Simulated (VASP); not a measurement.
Write the native input for VASP 6.6.1 that does the following.

```
Task                   : relaxation of the atoms
Functional             : PBEsol
Potentials or basis    : VASP PAW PBE potentials, release 64 (Ca_sv, F)
Cutoff                 : 600 eV
k mesh                 : 8 × 8 × 8
Occupations            : gaussian, width 0.03 eV
Spin                   : no spin polarisation
Further INCAR settings : ALGO = Fast; EDIFF = 1e-07; IBRION = 2; EDIFFG = -0.01; NSW = 40
```

The structure of CaF2 (Fluorite) lies in POSCAR:

```
CaF2                                    
1.0
    0.0000000000      2.6756582329      2.6756582329
    2.6756582329      0.0000000000      2.6756582329
    2.6756582329      2.6756582329      0.0000000000
  Ca              F             
     1     2
Direct
     0.0000000000000000    0.0000000000000000    0.0000000000000000
     0.2500000000000000    0.2500000000000000    0.2500000000000000
     0.7500000000000000    0.7500000000000000    0.7500000000000000
```

The cell isn't the ideal one: a relaxed cell with its volume scaled by 0.96.

One way to write it, as run:

INCAR

```
  PREC = Accurate
  ENCUT = 600
  EDIFF = 1E-7
  ISMEAR = 0
  SIGMA = 0.03
  LREAL = False
  LASPH = True
  NELM = 80
  ALGO = Fast
  ISIF = 2
  LWAVE = False
  LCHARG = False
  GGA = PS
  IBRION = 2
  NSW = 40
  EDIFFG = -0.01
```

KPOINTS

```
regular mesh
0
Gamma
  8 8 8
```

Potentials or basis: VASP PAW PBE potentials, release 64 (Ca_sv, F).

The run is started by

```console
$ cat potpaw_PBE.64/Ca_sv/POTCAR potpaw_PBE.64/F/POTCAR > POTCAR
$ mpirun -np 1 vasp_std > vasp.out
```

It gave:

```
Pressure after relaxing : 4.0 GPa
Band gap on the k mesh  : 7.45 eV, indirect (least direct gap 7.72 eV)
```

Caveat: the relaxation stopped at its first step, so nothing moved; the PAW data sets were made with another functional, which shifts forces and pressure a little.

Wall time 21 s on 1 thread of Intel(R) Xeon(R) 6975P-C (Granite Rapids), with other jobs on the host, peak memory 0.17 GiB.
